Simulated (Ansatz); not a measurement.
MnS:

```
Mn S
1.0
     0.00000    2.60450    2.60450
     2.60450    0.00000    2.60450
     2.60450    2.60450    0.00000
Mn S
1 1
Direct
  0.00000 0.00000 0.00000
  0.50000 0.50000 0.50000
```

- Program: Ansatz 0.2.0
- Task: relaxation of cell and atoms
- Functional: HSE06
- Potentials or basis: Ansatz PAW
- Cutoff: 420 eV (not typed: the program's choice for these potentials)
- k mesh: 5 × 5 × 5
- Occupations: fermi-dirac, width 0.05 eV
- Spin: collinear spin, ferromagnetic start
- Starting moments: [4.0, 0.0] μB

At the start: volume 17.67 Å³/atom.

Problem. Where does the relaxation end?

Solution. It ends after 3 steps and the volume is 18.04 Å³/atom (+2.1 %); space group Fm-3m (No. 225, to 0.05 Å); moment 5.00 μB per cell.

Step by step:
| step | energy change (eV) | largest force (eV/Å) | volume (Å³) |
| --- | --- | --- | --- |
| 1 | 0.0000 | 0.0000 | 35.33 |
| 2 | -0.0037 | 0.0000 | 36.08 |
| 3 | -0.0042 | 0.0000 | 36.08 |

Final structure:
```yaml
crystal:
  lattice:
    - [0.00000, 2.62271, 2.62271]
    - [2.62271, 0.00000, 2.62271]
    - [2.62271, 2.62271, 0.00000]
  atoms:
    - { symbol: Mn, position: [0.00000, 0.00000, 0.00000] }
    - { symbol: S, position: [0.50000, 0.50000, 0.50000] }
```

Caveat: the magnetic or orbital state may not be the lowest; the plane-wave basis is chosen anew once the cell has moved, so the energies of steps on either side of that aren't comparable; a cell with one magnetic atom can't hold antiferromagnetic order, which such compounds often take; the PAW data sets come from PBE, with cores solved anew for the run's functional, which leaves a small shift of forces and pressure.
